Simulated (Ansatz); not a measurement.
# Stack of 1T-ZrSSe under 1T-SnSe2, shifted by two thirds of the diagonal in a perpendicular field, part 2 of 2

Wanted: the out-of-plane response of the stack of 1T-ZrSSe under 1T-SnSe2, shifted by two thirds of the diagonal. A positive field points along +c.

Ansatz 0.2.0; plane-wave DFT, PBE-D3(BJ), Ansatz PAW.

So far. Step 2 (Relaxation): The lattice constant a goes from 3.805 to 3.758 Å.

## (3) Atoms held, field 0, start network

A sawtooth potential applies the field, turning back in the middle of the vacuum. With the dipole correction the typed value is the field outside the slab. The induced dipole is small, so the SCF threshold is tight.

The cell differs from the one that the last finished run ended in (c 47.963 → 27.721 Å).

input.yaml reads:

```yaml
crystal:
  lattice:
    - [3.7579044168, 0.0, 0.0]
    - [-1.8789522084, 3.2544406899, 0.0]
    - [0.0, 0.0, 27.7209981306]
  atoms:
    - { symbol: Se, position: [0.6666666667, 0.3333333333, 0.3246636343] }
    - { symbol: Zr, position: [0.0, 0.0, 0.3831981519] }
    - { symbol: S, position: [0.3333333333, 0.6666666667, 0.4325967481] }
    - { symbol: Se, position: [0.3333333333, 0.6666666667, 0.5582752522] }
    - { symbol: Sn, position: [0.6666666667, 0.3333333333, 0.6168124824] }
    - { symbol: Se, position: [0.0, 0.0, 0.6753363657] }
kpoints:
  mp_grid: { grid: [12, 12, 1] }
  band_path:
    path: [[0, 0, 0], [0.5, 0, 0], [0.33333333, 0.33333333, 0], [0, 0, 0]]
    npoints: 16
hamiltonian:
  xc: pbe
  dispersion: d3bj
scf:
  occupations: { method: fermi_dirac, width: 0.02585 }
  convergence: { dr2_threshold: 1.0e-10 }
efield:
  axis: 3
  dipole_correction: true
  ramp_position: 0.97
  ramp_width: 0.06
  amplitude: 0
output:
  dos: { projected: true, e_range: [-6, 5] }
  write_potential: true
  write_density: true
  volumetric_format: npy
  elf: true
```

Launch:

```
$ ansatz run input.yaml --threads 2 --pin off --max-ram 4096MiB --backend cpu --events-out ev --progress --plain --runs-dir out
```

Numbers of over 12 decimals in the logs are rounded to 6 here.

The program printed:

```text
[...]
Crystal: 6 atoms, lattice volume = 339.024 Å³
Basis set: ecut = 420 eV, 6633 PW (Γ)
Bands: 48, of which v1, the nominal top of the filled ones, is band 40 counted from 1 (39 counted from 0)
Symmetry: 6 space group operations
[...]
k-points: 19 of 144 (time reversal used)
[...]
SCF iter   1: F=—  HF=-27524.421145 eV  |F-HF|=—  |Δ(HF+E_count)|=         —  Δρ=1.09e-3  dr2=2.39e-2  ethr=1.77e-3  p=0.015 e·Å  D=8.08e-3 V/Å  ΔV_dip=-0.22 eV  dr2_dipole=5.44e-6  V_vac-E_F(+/−)=5.35/5.57 eV  ⟨swp⟩=10.1  Hψ=3858  notcnv=0  defer=3
efield: sawtooth ramp at fractional position 0.9700 (set: `efield.ramp_position`, or a place that a band, a saddle search or an elastic batch's reference lends), width 0.0600; the density the first Hamiltonian is built on has a dipole p = 0.015 e·Å; the dipole correction subtracts the counter field D = 8.08e-3 V/Å, which shifts the + side's vacuum level by -0.22 eV against the − side's; the planar-averaged density in the ramp window peaks in size at 8.5e-6 e/Å³
[...]
SCF iter   2: F=—  HF=-27524.419730 eV  |F-HF|=—  |Δ(HF+E_count)|=   1.42e-3  Δρ=9.17e-4  dr2=1.68e-2  ethr=2.98e-5  p=0.015 e·Å  D=8.05e-3 V/Å  ΔV_dip=-0.22 eV  dr2_dipole=9.75e-8  V_vac-E_F(+/−)=5.45/5.68 eV  ⟨swp⟩=2.9  Hψ=1636  notcnv=0  defer=67
[...]
SCF iter  12: F=-27524.419034 eV  HF=-27524.419034 eV  |F-HF|=2.55e-11  |Δ(HF+E_count)|=  6.55e-11  Δρ=6.01e-8  dr2=8.84e-11  ethr=1.00e-12  p=0.014 e·Å  D=7.45e-3 V/Å  ΔV_dip=-0.21 eV  dr2_dipole=1.01e-14  V_vac-E_F(+/−)=5.42/5.63 eV  ⟨swp⟩=2.5  Hψ=1738  notcnv=0
SCF 1 converged in 12 iterations: F = -27524.419034 eV  dr2 = 8.84e-11
[...]
NSCF: frozen V_eff on 49 k-points
efield: sawtooth ramp at fractional position 0.9700 (kept from the solve that this one continues, or follows in the run), width 0.0600; the density the first Hamiltonian is built on has a dipole p = 0.014 e·Å; the dipole correction subtracts the counter field D = 7.45e-3 V/Å, which shifts the + side's vacuum level by -0.21 eV against the − side's; the planar-averaged density in the ramp window peaks in size at 3.8e-6 e/Å³
WARN: The output density's exchange-correlation potential varies sharply where the density is thin. Do not read a vacuum level from v_tot or v_xc, or from such a field of the output density. On a cell that repeats whose density bears no net charge and no dipole along the vacuum's axis use v_es (v_loc + v_h of the components); under efield.dipole_correction with no amplitude use v_es + v_field, which holds any externa [...]
SCF converged after 12 iterations
Free energy (F): -27524.419034 eV
[...]
Internal energy: -27524.419034 eV  (E = F + TS)
E sigma→0 (E₀):  -27524.419034 eV
Entropy (-TS):   -0.000000 eV (-0.000 meV/atom)
Fermi energy:    0.634561 eV
Dipole field:    D = 0.007445 V/Å  (p = 0.013950 e·Å, saw-weighted, corrected)
Work function:   Φ+ = 5.4225 eV   Φ− = 5.6289 eV
Levels:          The Fermi level and band energies are counted from a zero that moves with the ramp; work functions are not
[...]
--- Band table (eV; the first three rows and the last of 19) ---
  k-point 0: bands = [... 36 lower, 0.2024, 0.2024, 0.3155, 0.3155, 1.5930, 1.5930, 1.9686, 2.5727, ... 4 higher]
  k-point 1: bands = [... 36 lower, -0.2292, -0.1286, 0.0783, 0.2640, 1.6737, 1.8553, 2.2981, 2.7436, ... 4 higher]
  k-point 2: bands = [... 36 lower, -0.8537, -0.2946, -0.2037, 0.2338, 1.6121, 2.3225, 2.5479, 2.9190, ... 4 higher]
  k-point 18: bands = [... 36 lower, -1.5847, -1.5382, -0.8321, -0.6931, 1.8951, 2.2578, 2.8280, 3.1250, ... 4 higher]
```

Wall time 64 s (2 threads of Intel Xeon at 2.50GHz (Skylake/Cascade Lake), shared host); peak memory 0.91 GiB.

Numbers from this step:

| Quantity | Value |
| --- | --- |
| dipole along the normal | 0.01395 e·Å |
| gap along the path | 0.6376 eV |
| smallest direct gap along the path | 1.112 eV |
| step between the vacuum levels | -0.2064 eV |
| ionisation energy, upper face | 5.742 eV |
| electron affinity, upper face | 5.104 eV |
| ionisation energy, lower face | 5.948 eV |
| gap, the smaller of path and mesh | 0.6376 eV |

Running mean over a fixed 2.7 Å (it still follows the layers) of the planar mean; the ramp of the sawtooth is left out. Electron's electrostatic potential energy less the Fermi level against z:

z (Å), electron's electrostatic potential energy less the Fermi level (eV) and a bar from the least value:
```
        4       5.63 ##############################
        5       5.63 ##############################
        6       5.59 ##############################
        7       4.84 ############################
        8       2.04 ######################
        9      -2.25 #############
       10      -6.98 ##
       11      -7.97 
       12      -4.06 #########
       13       1.13 ####################
       14       2.66 #######################
       15      -0.04 #################
       16      -2.56 ############
       17      -3.45 ##########
       18      -2.83 ###########
       19      -0.67 ################
       20       2.67 #######################
       21       5.06 #############################
       22       5.40 ##############################
       23       5.42 ##############################
       24       5.42 ##############################
```

The density of states has structure finer than the step of the table below, so its rows give means over 0.25 eV, whole bins alone (the curve runs from -6 to 2.3 eV). Peaks (eV: height): -3.570: 11.0, -3.110: 17.3, -2.970: 13.2, -2.580: 12.3, -1.560: 10.1, -1.230: 12.7, 1.280: 8.64.

The density of states by energy, zero at the Fermi level of the run, which the smearing sets inside the gap; means over each step:

| energy (eV) | density of states (states/eV a cell) |
| --- | --- |
| -5.25 | 0 |
| -5.00 | 0.798 |
| -4.75 | 2.01 |
| -4.50 | 3.39 |
| -4.25 | 3.90 |
| -4.00 | 4.41 |
| -3.75 | 4.76 |
| -3.50 | 6.05 |
| -3.25 | 5.06 |
| -3.00 | 8.63 |
| -2.75 | 4.84 |
| -2.50 | 5.47 |
| -2.25 | 3.37 |
| -2.00 | 3.63 |
| -1.75 | 5.61 |
| -1.50 | 7.38 |
| -1.25 | 6.58 |
| -1.00 | 5.69 |
| -0.75 | 4.55 |
| -0.50 | 1.55 |
| -0.25 | 0.149 |
| 0.00 | 0 |
| 0.25 | 0.0318 |
| 0.50 | 1.03 |
| 0.75 | 2.46 |
| 1.00 | 3.76 |
| 1.25 | 4.74 |
| 1.50 | 3.25 |
| 1.75 | 1.64 |
| 2.00 | 3.38 |

Projected DOS per atom over height of the atomic layer and energy from the Fermi level. Layers: Se Zr S Se Sn Se from below.

Values in states/eV, 22 rows by 6 columns, each cell a mean:
```
0.37 2.06 0.27 0.21 0.26 0.20
0.16 0.86 0.11 0.28 0.35 0.29
0.23 1.76 0.18 0.58 0.65 0.59
0.22 1.98 0.24 0.31 0.36 0.31
0.07 0.64 0.12 0.21 0.24 0.21
0.00 0.00 0.00 0.01 0.01 0.01
0.01 0.00 0.01 0.03 0.00 0.03
0.25 0.05 0.13 0.73 0.03 0.76
1.10 0.20 0.68 1.82 0.12 1.76
1.55 0.39 0.77 1.65 0.19 1.61
2.29 0.50 0.91 1.34 0.17 1.44
1.10 0.34 0.42 0.65 0.26 0.68
1.20 0.59 0.82 0.73 0.45 0.84
1.00 0.98 1.60 0.72 0.50 0.86
1.01 1.41 2.08 0.94 0.59 0.89
1.31 1.01 1.94 0.68 0.50 0.62
0.55 0.76 1.37 0.51 0.39 0.41
0.44 0.75 1.20 0.44 0.41 0.41
0.17 0.28 0.36 0.54 0.56 0.52
0.00 0.01 0.01 0.16 0.18 0.15
0.00 0.00 0.00 0.00 0.00 0.00
0.00 0.00 0.00 0.00 0.00 0.00
```
Columns: height of the atomic layer (Å) from 9 to 18.7 (not evenly spaced); rows upwards: energy from the Fermi level (eV) from -5.96 to 2.23.

The electronic bands at the labelled points (eV, zero at the Fermi level of the run, which the smearing sets inside the gap):

| point | band 37 | band 38 | band 39 | band 40 | band 41 | band 42 | band 43 | band 44 |
| --- | --- | --- | --- | --- | --- | --- | --- | --- |
| Γ | -0.43 | -0.43 | -0.32 | -0.32 | 0.96 | 0.96 | 1.33 | 1.94 |
| halfway | -1.55 | -1.21 | -0.90 | -0.52 | 0.81 | 1.47 | 2.08 | 2.43 |
| M | -1.79 | -1.34 | -1.24 | -0.79 | 0.32 | 0.51 | 2.49 | 2.75 |
| halfway | -2.23 | -1.80 | -1.42 | -1.21 | 1.07 | 1.15 | 2.40 | 2.58 |
| K | -2.22 | -2.17 | -1.47 | -1.33 | 1.26 | 1.62 | 2.19 | 2.49 |
| halfway | -1.79 | -1.44 | -1.18 | -0.85 | 1.30 | 1.73 | 1.84 | 2.67 |
| Γ | -0.43 | -0.43 | -0.32 | -0.32 | 0.96 | 0.96 | 1.33 | 1.94 |

ELF in the ca plane at fractional y = 0.000, with atoms of Zr and Se within 0.2 Å of it. It is the smooth field of the valence electrons, not physical close to the nuclei.

Ten even steps from '0' (0.00) to '9' (0.79), each cell a mean:
```
00000000000000011169679300000000000000268844
00000000000001233238996222200001122211258999
00000000000024677632332467520013566543246899
00000000000246899863125899840026888863334555
00000000001358999974237999851037999974332221
00000000001257899974236999851037999864333333
00000000000135788742113688630025777753335788
00000000000012455325763244310002344322247999
00000000000000122159998211100000011000268977
00000000000000000178259400000000000000268722
```
Columns run along c (16.0 Å, from fractional 0.12 to 0.70 of the cell), rows up along a (3.8 Å). Atoms in or near the plane, at fractional coordinates: Zr at (0.38, 0.00), Se at (0.68, 0.00).

Electrostatic potential energy in the ca plane at fractional y = 0.000, with atoms of Zr and Se within 0.2 Å of it. With pseudopotentials it is smooth inside the atoms' cores, unlike the true potential.

Ten even steps from '0' (-36 eV) to '9' (6 eV), each cell a mean:
```
99974000037899999999999998736654899999999999
99986200268999999999999998854446999999999999
99988655678999999999998888887678999999999999
98888888888899999998888777888999999999999999
98788999888899999988788766789999999999999999
98888888888899999998888767789999999999999999
99888777788999999998888878888889999999999999
99987522478999999999999888875458999999999999
99985000047999999999999998744545899999999999
99973000037899999999999998646764899999999999
```
Columns run along c (16.0 Å, from fractional 0.30 to 0.88 of the cell; values clipped at the 3rd and 97th percentile), rows up along a (3.8 Å). Atoms in or near the plane, at fractional coordinates: Zr at (0.38, 0.00), Se at (0.68, 0.00).

Valence density in the ca plane at fractional y = 0.000, with atoms of Zr and Se within 0.2 Å of it. It is the smooth field of the valence electrons, not physical close to the nuclei.

Ten steps, logarithmic in the rise over the least value, from '0' (0.0 e/Å³) to '9' (3.9 e/Å³), each cell a mean:
```
00000000000000000012247999852110000011111234
00000000000000000122346888643210000112222234
00000000000000001123444555443321001223333334
00000000000000001234444333444431101234444444
00000000000000001244544333455432111345555544
00000000000000001234544333444432111344554444
00000000000000001234444444444321001234444444
00000000000000000123345677543211000122333334
00000000000000000112247999742110000011112234
00000000000000000011248999852110000011111124
```
Columns run along c (16.0 Å, from fractional 0.07 to 0.64 of the cell), rows up along a (3.8 Å). Atoms in or near the plane, at fractional coordinates: Zr at (0.38, 0.00).

The gap is 0.64 eV, with the valence edge 5.74 eV and the conduction edge 5.10 eV under the upper vacuum level.

## (4) Single point, field 0.1 V/Å

Edit input.yaml of step 3 so:

```diff
@@ -26,7 +26,6 @@
   dipole_correction: true
-  ramp_position: 0.97
-  ramp_width: 0.06
-  amplitude: 0
+  ramp_position: 0.9603
+  ramp_width: 0.0794
+  amplitude: 0.1
 output:
-  dos: { projected: true, e_range: [-6, 5] }
   write_potential: true
@@ -34,2 +33 @@
   volumetric_format: npy
-  elf: true
```

The program printed:

```text
[...]
Crystal: 6 atoms, lattice volume = 339.024 Å³
Basis set: ecut = 420 eV, 6633 PW (Γ)
Bands: 48, of which v1, the nominal top of the filled ones, is band 40 counted from 1 (39 counted from 0)
Symmetry: 6 space group operations
[...]
k-points: 19 of 144 (time reversal used)
[...]
k-point 0: bands = [... 36 lower, 0.2286, 0.2286, 0.2878, 0.2878, 1.5366, 1.5366, 2.0085, 2.5359, ... 4 higher]
  k-point 1: bands = [... 36 lower, -0.2504, -0.1099, 0.0205, 0.3202, 1.6172, 1.7986, 2.3190, 2.7256, ... 4 higher]
  k-point 2: bands = [... 36 lower, -0.7966, -0.3542, -0.2478, 0.2913, 1.5560, 2.2655, 2.5823, 2.8853, ... 4 higher]
  k-point 18: bands = [... 36 lower, -1.6534, -1.5979, -0.7700, -0.6509, 1.9528, 2.2023, 2.7689, 3.0688, ... 4 higher]
[key lines of the parts left out:]
SCF converged after 15 iterations
Free energy (F): -27524.424039 eV
Fermi energy:    0.676719 eV
Dipole field:    D = 0.045997 V/Å  (p = 0.086179 e·Å, saw-weighted, corrected)
```

The job ended after 68 s (2 threads; peak memory 0.81 GiB).

The dipole is 0.0862 e·Å, 0.0722 e·Å from its value without field, and the gap 0.685 eV.

## (5) Atoms held, field -0.1 V/Å

Edit input.yaml of step 4 so:

```diff
@@ -28,3 +28,3 @@
   ramp_width: 0.0794
-  amplitude: 0.1
+  amplitude: -0.1
 output:
```

The program printed:

```text
[...]
Crystal: 6 atoms, lattice volume = 339.024 Å³
Basis set: ecut = 420 eV, 6633 PW (Γ)
Bands: 48, of which v1, the nominal top of the filled ones, is band 40 counted from 1 (39 counted from 0)
Symmetry: 6 space group operations
[...]
k-points: 19 of 144 (time reversal used)
[...]
k-point 0: bands = [... 36 lower, 0.1467, 0.1467, 0.3717, 0.3717, 1.6500, 1.6500, 1.9215, 2.6153, ... 4 higher]
  k-point 1: bands = [... 36 lower, -0.2572, -0.0958, 0.1315, 0.2114, 1.7306, 1.9127, 2.2637, 2.7735, ... 4 higher]
  k-point 2: bands = [... 36 lower, -0.9128, -0.2346, -0.1555, 0.1746, 1.6687, 2.3802, 2.5023, 2.9621, ... 4 higher]
  k-point 18: bands = [... 36 lower, -1.5154, -1.4783, -0.8956, -0.7351, 1.8354, 2.3138, 2.8876, 3.1816, ... 4 higher]
[key lines of the parts left out:]
SCF converged after 14 iterations
Free energy (F): -27524.421244 eV
Fermi energy:    0.627683 eV
Dipole field:    D = -0.031024 V/Å  (p = -0.058125 e·Å, saw-weighted, corrected)
```

Wall time 67 s (2 threads); peak memory 0.8 GiB.

The dipole is -0.0581 e·Å, -0.0721 e·Å from its value without field, and the gap 0.522 eV.

## (6) Response, atoms held

This step: plane-wave DFT, PBE-D3(BJ), Ansatz PAW; response to a field along the normal, atoms held (Ansatz 0.2.0).

The dipoles give the slope, and the difference of two potentials shows where the field is screened.

This step gave:

```
equivalent conductor thickness p/(ε₀AE) : 10.68 Å
distance between the outer atoms        : 9.721 Å
```

Table of dipole of the cell by applied field:

| applied field (V/Å) | dipole of the cell (e·Å) |
| --- | --- |
| -0.1000 | -0.0581 |
| 0.0000 | 0.0139 |
| 0.1000 | 0.0862 |

Local field over the applied field, running mean. From the potentials at -0.1 and 0.1 V/Å; running mean over 2.8 Å. Table of local field over applied field by z:

z (Å), local field over applied field and a bar:
```
      4.5      0.999 ##############################
      5.0      0.996 ##############################
      5.5      0.987 ##############################
      6.0      0.962 #############################
      6.5      0.904 ###########################
      7.0      0.792 ########################
      7.5      0.642 ###################
      8.0      0.479 ##############
      8.5      0.316 #########
      9.0      0.180 #####
      9.5      0.092 ##
     10.0      0.054 #
     10.5      0.044 
     11.0      0.051 
     11.5      0.089 ##
     12.0      0.157 ####
     12.5      0.242 ######
     13.0      0.314 #########
     13.5      0.347 ##########
     14.0      0.343 ##########
     14.5      0.290 ########
     15.0      0.201 #####
     15.5      0.120 ###
     16.0      0.070 #
     16.5      0.046 
     17.0      0.036 
     17.5      0.043 
     18.0      0.070 #
     18.5      0.127 ###
     19.0      0.236 ######
     19.5      0.390 ###########
     20.0      0.557 ################
     20.5      0.718 #####################
     21.0      0.852 #########################
     21.5      0.937 ############################
     22.0      0.976 #############################
     22.5      0.992 ##############################
     23.0      0.997 ##############################
     23.5      0.999 ##############################
```

The induced electron density oscillates, so the rows of the table below give means over windows of 1 Å about each position, cut where the curve ends. Its maxima inside the range that stand out by 2 % of the span (Å: e/Å³ per V/Å): 8.1: 0.00363, 10.7: 2.9e-4, 14.6: 0.00251, 17.6: 0.001. Its minima: 10.1: -8.1e-4, 12.8: -0.00275, 16.5: -1.0e-3, 19.8: -0.00358.

Electrons, planar mean, per unit field. Induced electron density against z; means over each step:

| z (Å) | induced electron density (e/Å³ per V/Å) |
| --- | --- |
| 5 | 1.8e-5 |
| 6 | 1.7e-4 |
| 7 | 0.00119 |
| 8 | 0.00312 |
| 9 | 9.1e-4 |
| 10 | -2.6e-4 |
| 11 | 1.2e-4 |
| 12 | -6.1e-4 |
| 13 | -0.00206 |
| 14 | 0.00122 |
| 15 | 0.00149 |
| 16 | 3.0e-5 |
| 17 | -1.7e-4 |
| 18 | 2.1e-4 |
| 19 | -0.00155 |
| 20 | -0.00292 |
| 21 | -7.8e-4 |
| 22 | -1.1e-4 |
| 23 | -1.1e-5 |

The smaller of the gaps on the path and on the k-mesh, counted as 0 under 0.03 eV. Gap against applied field:

| applied field (V/Å) | gap (eV) |
| --- | --- |
| -0.1000 | 0.522 |
| 0.0000 | 0.638 |
| 0.1000 | 0.685 |

By hand: between -0.1 and 0.1 V/Å the dipole changes by 0.1443 e·Å, a slope of 0.7215 e·Å²/V. A perfect conductor of thickness t has p = ε₀AEt, so t = 180.95 × 0.7215 / 12.230 = 10.68 Å (e/ε₀ = 180.95 V·Å, A in Å²).

The induced dipole is that of a conductor 10.68 Å thick.

## (7) Results

| Item | Value |
| --- | --- |
| gap without field | 0.638 eV |
| ionisation energy, upper face | 5.74 eV |
| electron affinity, upper face | 5.10 eV |
| step between the vacuum levels | -0.206 eV |
| equivalent conductor thickness, atoms held | 10.7 Å |

**Reading.** The induced dipole equals that of a perfect conductor 10.68 Å thick, while the outer atoms lie 9.72 Å apart; an out-of-plane ε follows only once a thickness t is chosen, by 1 − 1/ε = 10.68 Å / t. The two faces differ: the vacuum level above lies 0.21 eV lower than the one below. The gap goes from 0.64 eV to 0.52 eV at -0.1 V/Å. Semilocal functionals give gaps that are too small, and excitons are not included. Spin-orbit coupling is left out, which matters for the bands of elements this heavy.

[Logs are printed without paths, hosts, clocks, repeated set-up lines and the standing remarks that a program may print on its own settings, such as how far it seeks lower states.]

[Hosts, paths, dates, database ids (printed as entryN), source tags and the programs' standing remarks are cut or masked in the printed files.]

[Maps of the electrostatic potential energy from Ansatz leave out the sawtooth potential of an applied field or a dipole correction, so their vacuum need not be flat; planar profiles and work functions include it.]

[The density of states shown here was stored with 400 of the rows of the run's finer table, so its peaks can read low, often by over a quarter, or be missed, and its means over a window can be off by a tenth or more.]
